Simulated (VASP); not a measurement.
Wanted: the native input for a VASP 6.6.1 run.

```yaml
Task: relaxation of cell and atoms
Functional: PBE
Potentials_or_basis: VASP PAW PBE potentials, release 64 (Mg)
Cutoff: 600 eV
k_mesh: 15 × 15 × 7
Occupations: methfessel-paxton, width 0.1 eV
Spin: no spin polarisation
Further_INCAR_settings: ALGO = Normal; EDIFF = 1e-07; IBRION = 2; EDIFFG = -0.005; NSW = 90; ISIF = 3
```

The structure of Mg lies in POSCAR:

```
Mg                                      
1.0
    3.2118469639      0.0000000000      0.0000000000
   -1.6059234819      2.7815410654      0.0000000000
    0.0000000000      0.0000000000      5.1232994859
  Mg            
     2
Direct
     0.3333333300000021    0.6666666699999979    0.2500000000000000
     0.6666666699999979    0.3333333300000021    0.7500000000000000
```

These files were run (other wordings do the same):

INCAR

```
ALGO = Normal ; EDIFF = 1E-7
EDIFFG = -0.005 ; ENCUT = 600
GGA = PE ; IBRION = 2
ISIF = 3 ; ISMEAR = 1
LASPH = T ; LCHARG = F
LREAL = F ; LWAVE = F
NELM = 80 ; NSW = 90
PREC = Accurate ; SIGMA = 0.1
```

KPOINTS

```
k-points
0
Gamma
  15 15 7
```

Potentials or basis: VASP PAW PBE potentials, release 64 (Mg).

Launch:

```bash
$ cat potpaw_PBE.64/Mg/POTCAR > POTCAR
$ mpirun -np 1 vasp_std > vasp.out
```

It gave:

* Relaxed volume: 22.88 Å³/atom
* Relaxed cell: a = 3.212 Å, b = 3.212 Å, c = 5.122 Å, α = 90.00°, β = 90.00°, γ = 120.00°
* Space group after relaxing (to 0.05 Å): P6_3/mmc (No. 194)
* Energy gained by relaxing: 0.0 meV/atom
* Ionic steps: 2
* Pressure after relaxing: 0.0 GPa
* Band gap on the k mesh: none (metal or under the smearing width)

Run time: 28 s on 1 thread of Intel(R) Xeon(R) Platinum 8259CL CPU @ 2.50GHz (Skylake/Cascade Lake), with other jobs on the host, peak memory 0.2 GiB.
